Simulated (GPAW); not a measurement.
Crystal: NiO.

```xyz
2
Lattice="0.0000 2.0859 2.0859 2.0859 0.0000 2.0859 2.0859 2.0859 0.0000" Properties=species:S:1:pos:R:3 pbc="T T T"
Ni    0.0000    0.0000    0.0000
O     2.0859    2.0859    2.0859
```

Program: GPAW 26.7.0. Alike in all runs: potentials or basis GPAW PAW data sets (gpaw-data 1.2.1), pw; spin collinear, ferromagnetic start; cell as given; cutoff (eV) 800.

Question: Order these runs on this cell by their band gap on the k mesh, lowest first.
A. level r2SCAN; k mesh 11 × 11 × 11; smearing fermi-dirac 0.05 eV; band path GXWKGLUWLK,UX; band points 100
B. level PBE; k mesh 11 × 11 × 11; smearing gaussian 0.019 eV
C. level r4SCAN; k mesh 8 × 8 × 8; smearing fermi-dirac 0.05 eV; band path GXWKGLUWLK,UX; band points 100

Answer: B (metal), C (0.55 eV), A (0.76 eV).

Caveats: a cell with one magnetic atom can't hold antiferromagnetic order, which such compounds often take; semilocal functionals often make such compounds metallic where correlation or magnetic order opens a gap, which also shifts bond lengths (some runs).

A k mesh can miss the band edges, odd and even meshes differently.
